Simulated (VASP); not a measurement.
# TiN (Fm-3m) in VASP: notebook

Runs on TiN. Level: PBE. Tasks: relaxation of cell and atoms.

Program: VASP 6.6.1. These are calculated values, not measurements. Logs are shortened: lines on timing, memory, paths and dates and some standing lists are left out, and cuts for length are marked.

## 1. The crystal as given

Symmetry: Fm-3m, No. 225, cubic system. The conventional cell has a = 4.238 Å, b = 4.238 Å, c = 4.238 Å, α = 90.00°, β = 90.00°, γ = 90.00°. Ti (site symmetry m-3m) has 6 N at 2.12 Å as nearest neighbours. N (site symmetry m-3m) is surrounded by 6 Ti at 2.12 Å.

## 2. Relaxation of cell and atoms, PBE

The input, INCAR:

```
SYSTEM = TiN
PREC = Accurate ; ENCUT = 900
EDIFF = 1E-7 ; ISMEAR = 0
SIGMA = 0.02 ; LREAL = .FALSE.
LASPH = .TRUE. ; NELM = 60
ALGO = Normal ; ISIF = 3
LWAVE = .FALSE. ; LCHARG = .FALSE.
GGA = PE ; IBRION = 2
NSW = 80 ; EDIFFG = -0.002
```

The input, KPOINTS:

```
Automatic mesh
0
G
  12 12 12
  0 0 0
```

The input, POSCAR:

```
TiN
1.0
    0.0000000000      2.1190000000      2.1190000000
    2.1190000000      0.0000000000      2.1190000000
    2.1190000000      2.1190000000      0.0000000000
Ti N
1 1
Direct
    0.0000000000      0.0000000000      0.0000000000
    0.5000000000      0.5000000000      0.5000000000
```

Potentials or basis: VASP PAW PBE potentials, release 64 (Ti_sv, N_h).

Command:

```
$ cat potpaw_PBE.64/Ti_sv/POTCAR potpaw_PBE.64/N_h/POTCAR > POTCAR
$ mpirun -np 1 vasp_std > vasp.out
```

OUTCAR:

```text
SYSTEM = TiN
   PREC = Accurate
   ENCUT = 900
   EDIFF = 1E-7
   ISMEAR = 0
   LREAL = .FALSE.
   LASPH = .TRUE.
   NELM = 60
   ISIF = 3
   GGA = PE
   IBRION = 2
   NSW = 80
   EDIFFG = -0.002

 ion  position               nearest neighbor table
   1  0.000  0.000  0.000-   2 2.12   2 2.12   2 2.12   2 2.12   2 2.12   2 2.12
   2  0.500  0.500  0.500-   1 2.12   1 2.12   1 2.12   1 2.12   1 2.12   1 2.12

  LATTYP: Found a face centered cubic cell.
 ALAT       =     4.2380000000

  Lattice vectors:

 A1 = (   0.0000000000,   2.1190000000,   2.1190000000)
 A2 = (   2.1190000000,   0.0000000000,   2.1190000000)
 A3 = (   2.1190000000,   2.1190000000,   0.0000000000)

Analysis of symmetry for initial positions (statically):
=====================================================================
 Subroutine PRICEL returns:
 Original cell was already a primitive cell.

 Routine SETGRP: Setting up the symmetry group for a
 face centered cubic supercell.

 Subroutine GETGRP returns: Found 48 space group operations
 (whereof 48 operations were pure point group operations)
 out of a pool of 48 trial point group operations.

The static configuration has the point symmetry O_h .

Analysis of symmetry for dynamics (positions and initial velocities):
=====================================================================
 Subroutine PRICEL returns:
 Original cell was already a primitive cell.

 Routine SETGRP: Setting up the symmetry group for a
 face centered cubic supercell.

 Subroutine GETGRP returns: Found 48 space group operations
 (whereof 48 operations were pure point group operations)
 out of a pool of 48 trial point group operations.

The dynamic configuration has the point symmetry O_h .

 Subroutine INISYM returns: Found 48 space group operations
 (whereof 48 operations are pure point group operations),
 and found     1 'primitive' translations

----------------------------------------------------------------------------------------

                                     Primitive cell

  volume of cell :      19.0293

  direct lattice vectors                    reciprocal lattice vectors
     0.000000000  2.119000000  2.119000000    -0.235960359  0.235960359  0.235960359
     2.119000000  0.000000000  2.119000000     0.235960359 -0.235960359  0.235960359
     2.119000000  2.119000000  0.000000000     0.235960359  0.235960359 -0.235960359
[... 100 lines left out ...]
   EFERMI_NEDOS =   21; number of points for ismear=-14 and -15
   IALGO  =     38    algorithm
   IMIX   =      4    mixing-type and parameters
     AMIX     =   0.40;   BMIX     =  1.00
     AMIX_MAG =   1.60;   BMIX_MAG =  1.00
  volume/ion in A,a.u.               =       9.51        64.21
  Fermi-wavevector in a.u.,A,eV,Ry     =   1.576704  2.979539 33.824024  2.485996
  Thomas-Fermi vector in A             =   2.677497
   LORBIT       =      0    0 simple, 1 ext, 2 COOP (PROOUT), +10 PAW based schemes
   GGA     = PE    functional components
   LHFCALC =     F    Hartree Fock is set to
   AEXX    =    0.0000 exact exchange contribution
   IVDW    =     0    specifies the selected vdW correction
   LEPSILON=     F    determine dielectric tensor
   LRPA    =     F    only Hartree local field effects (RPA)
 conjugate gradient relaxation of ions
 non-spin polarized calculation
 Gauss-broadening in eV      SIGMA  =   0.02
  energy-cutoff  :      900.00
  volume of cell :       19.03
 maximum number of plane-waves:      1211
 NGX is ok and might be reduce to    30
   NGX = 15   NGY = 15   NGZ = 15

--------------------------------------- Ionic step        1  -------------------------------------------

 number of electron      17.0000000 magnetization

 Free energy of the ion-electron system (eV)
  ---------------------------------------------------
  ext. energy  EPLUGINS =         0.00000000
  ---------------------------------------------------
  free energy    TOTEN  =       -19.64531387 eV

  energy without entropy =      -19.64490508  energy(sigma->0) =      -19.64510948

------------------------ aborting loop because EDIFF is reached ----------------------------------------

  FORCE on cell =-STRESS in cart. coord.  units (eV):
  Direction    XX          YY          ZZ          XY          YZ          ZX
  --------------------------------------------------------------------------------------
  -------------------------------------------------------------------------------------
  Total        0.2342993      0.2342993      0.2342993     -0.0000000     -0.0000000      0.0000000
  in kB       19.7268916     19.7268916     19.7268916     -0.0000000     -0.0000000      0.0000000
  external PRESSURE =      19.7268916 kB  Pullay stress =       0.0000000 kB
[... 59 lines left out ...]
--------------------------------------- Ionic step        3  -------------------------------------------

 number of electron      17.0000000 magnetization

 Free energy of the ion-electron system (eV)
  ---------------------------------------------------
  ext. energy  EPLUGINS =         0.00000000
  ---------------------------------------------------
  free energy    TOTEN  =       -19.64615070 eV

  energy without entropy =      -19.64574059  energy(sigma->0) =      -19.64594564

 E-fermi :  11.6900     XC(G=0): -13.0125

 val. band max:       11.6849668265   @ k =   0.5000   0.2500   0.0833
 cond. band min:      11.6950104881   @ k =   0.1667   0.0000   0.0000
 fundamental gap:      0.0100436616
 Fermi energy:        11.6899560300

 k-point     1 :       0.0000    0.0000    0.0000
  band No.  band energies     occupation
      1     -46.1391      2.00000
      2     -22.1217      2.00000
      3     -22.1217      2.00000
      4     -22.1217      2.00000
      5      -5.3322      2.00000
      6       9.7073      2.00000
      7       9.7073      2.00000
      8       9.7073      2.00000
      9      11.1303      2.00000
     10      11.1303      2.00000
     11      11.1303      2.00000
     12      12.3129      0.00000
[... 331 lines left out ...]
 k-point    24 :      -0.4167    0.1667    0.0000
  band No.  band energies     occupation
      1     -46.0353      2.00000
      2     -22.6852      2.00000
      3     -22.2865      2.00000
      4     -22.1987      2.00000
      5      -3.0891      2.00000
      6       4.2799      2.00000
      7       6.3297      2.00000
      8       6.4898      2.00000
      9      12.9890      0.00000
     10      13.3082      0.00000
     11      13.8225      0.00000
     12      16.1675      0.00000

 [... further k-points ...]
[... 5 lines left out ...]
  --------------------------------------------------------------------------------------
  -------------------------------------------------------------------------------------
  Total        0.0003221      0.0003221      0.0003221      0.0000000      0.0000000     -0.0000000
  in kB        0.0269263      0.0269263      0.0269263      0.0000000      0.0000000     -0.0000000
  external PRESSURE =       0.0269263 kB  Pullay stress =       0.0000000 kB
[... 17 lines left out ...]
  FREE ENERGIE OF THE ION-ELECTRON SYSTEM (eV)
  ---------------------------------------------------
  free  energy   TOTEN  =       -19.6461506962 eV

  energy  without entropy=      -19.6457405875  energy(sigma->0) =      -19.64594564

 reached required accuracy - stopping structural energy minimisation
```

Run time: 100 s. Hardware: 1 thread of Intel Xeon Platinum 8259CL at 2.50GHz (Skylake/Cascade Lake), shared host; peak memory 0.2 GiB.

Results:

```
Free energy                            : -19.6462 eV
Relaxed volume                         : 9.58 Å³/atom
Relaxed cell                           : a = 3.004 Å, b = 3.004 Å, c = 3.004 Å, α = 60.00°, β = 60.00°, γ = 60.00°
Space group after relaxing (to 0.05 Å) : Fm-3m (No. 225)
Energy gained by relaxing              : 0.4 meV/atom
Ionic steps                            : 3
Pressure after relaxing                : 0.0 GPa
Band gap on the k mesh                 : none (metal or under the smearing width)
```

Step by step:
```
step  energy change (eV)  largest force (eV/Å)  pressure (GPa)  volume (Å³)
   1              0.0000                0.0000            1.97        19.03
   2              0.0008                0.0000           -2.71        19.35
   3             -0.0008                0.0000            0.00        19.16
```

Final structure:
```cif
data_structure
_symmetry_space_group_name_H-M 'P 1'
_symmetry_Int_Tables_number 1
_cell_length_a 3.0038
_cell_length_b 3.0038
_cell_length_c 3.0038
_cell_angle_alpha 60.000
_cell_angle_beta 60.000
_cell_angle_gamma 60.000
_cell_volume 19.16
loop_
_atom_site_label
_atom_site_type_symbol
_atom_site_fract_x
_atom_site_fract_y
_atom_site_fract_z
_atom_site_occupancy
Ti1 Ti 0.00000 0.00000 0.00000 1
N1 N 0.50000 0.50000 0.50000 1
```

Caveat: the cutoff is under 1.25 times the usual one of these potentials, so pressure, stress and relaxed cells hold a basis-set (Pulay) error.

## 3. Relaxation of cell and atoms, PBE

This run uses another cell than the first one, of 9.58 Å³/atom, 1.007 times its volume.

INCAR is that of step 2.

KPOINTS is that of step 2.

The input, POSCAR:

```
TiN                                     
1.0
   -0.0000000000      2.1239997735      2.1239997735
    2.1239997735     -0.0000000000      2.1239997735
    2.1239997735      2.1239997735      0.0000000000
  Ti              N             
     1     1
Direct
     0.0000000000000000    0.0000000000000000    0.0000000000000000
     0.5000000000000000    0.5000000000000000    0.5000000000000000
```

Potentials or basis: VASP PAW PBE potentials, release 64 (Ti_sv, N_h).

Command:

```
$ cat potpaw_PBE.64/Ti_sv/POTCAR potpaw_PBE.64/N_h/POTCAR > POTCAR
$ mpirun -np 1 vasp_std > vasp.out
```

It took 46 s on 1 thread of Intel Xeon Platinum 8259CL at 2.50GHz (Skylake/Cascade Lake), shared host; peak memory 0.2 GiB.

Results (log left out):

| Item | Value |
| --- | --- |
| Free energy | -19.6465 eV |
| Pressure after relaxing | 0.0 GPa |
| Band gap on the k mesh | none (metal or under the smearing width) |

Final structure:
```xyz
2
Lattice="0.0000 2.1240 2.1240 2.1240 0.0000 2.1240 2.1240 2.1240 0.0000" Properties=species:S:1:pos:R:3 pbc="T T T"
Ti    0.0000    0.0000    0.0000
N     2.1240    2.1240    2.1240
```

Levels at points of the mesh, in eV from the Fermi level:
```
           k point  band 7  band 8  band 9  band 10  band 11  band 12
(0.00, 0.00, 0.00)   -1.98   -1.98   -0.56    -0.56    -0.56     0.62
(0.50, 0.00, 0.00)   -5.40   -5.40    1.72     1.72     2.39     5.74
(0.50, 0.50, 0.00)   -3.17   -3.17   -2.99     1.67     2.41     2.41
```

Caveat: the cutoff is under 1.25 times the usual one of these potentials, so pressure, stress and relaxed cells hold a basis-set (Pulay) error; the relaxation stopped at its first step, so nothing moved.
